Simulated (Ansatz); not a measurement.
In₂O₃ — ¹¹⁵In nuclear quadrupole resonance

Cell: a structure deposited in the COD, ions relaxed with PBE at fixed cell.

Space group Ia-3 (No. 206); a = 10.1200 Å.

| site | Wyckoff | site symmetry | x | y | z |
| --- | --- | --- | --- | --- | --- |
| In1 | 8b | .-3. | 0.2500 | 0.2500 | 0.2500 |
| In5 | 24d | 2.. | 0.9662 | 0.0000 | 0.2500 |
| O | 48e | 1 | 0.1186 | 0.1089 | 0.3453 |

One atom of each set is listed; the run and its k-mesh use a cell of 40 atoms with edges of 8.76, 8.76, 8.76 Å.

Computed with Ansatz: DFT, PBE, plane waves and PAW (field gradients read without the response of the frozen cores, which leaves them typically 4 to 6 % off), scalar-relativistic, 420 eV cutoff, Γ-centred 3×3×3 k-points, Fermi–Dirac smearing 0.02 eV.

¹¹⁵In: I = 9/2, Q = 772.0 mb (year-2017 value). Static lattice, zero field.

Question: Predict the zero-field ¹¹⁵In lines of each site.

Answer: For I = 9/2 and η = 0 the lines are |C_Q|/24 times 1, 2, 3 and 4; η shifts the lowest up most. At large η the states mix, and weaker lines appear at sums of the main ones; lines under 5 % of the strongest are left out.

```json
{"site": "In1", "atoms": "4", "V_zz (10²¹ V/m²)": "7.60", "C_Q (MHz)": "142", "η": "0.00", "line frequencies (MHz)": "5.91, 11.8, 17.7, 23.6"}
{"site": "In5", "atoms": "12", "V_zz (10²¹ V/m²)": "4.74", "C_Q (MHz)": "88.5", "η": "0.92", "line frequencies (MHz)": "8.67, 9.37, 12.7, 13.7, 18.0"}
```

Question: And for 113In (I = 9/2, Q = 761.0 mb) on In1?

Answer: C_Q scales with Q to 140 MHz, with lines at 5.83, 11.7, 17.5, 23.3 MHz.

An axis of threefold or higher order runs through In1, so V_zz lies along it and η is zero.

At this cell the PBE pressure is 8 GPa, so with PBE the cell would grow if it were relaxed. Without spin–orbit coupling (the program notes it for In) the gradients are little affected as a rule: paired runs on crystals with a gap mostly move them by under 2 % at such atoms. The database positions were far from equilibrium, so the relaxed structure may not be the compound's real one.

Hardware: 1 thread of Intel Xeon Platinum 8259CL CPU @ 2.50GHz (Skylake/Cascade Lake) (x86_64; 16 cores open to the job, memory cap 3.0 GiB, no GPU), a shared host with a load of 0.4 a core. Wall time 82 s, CPU time 82 s, peak memory 1.1 GiB.
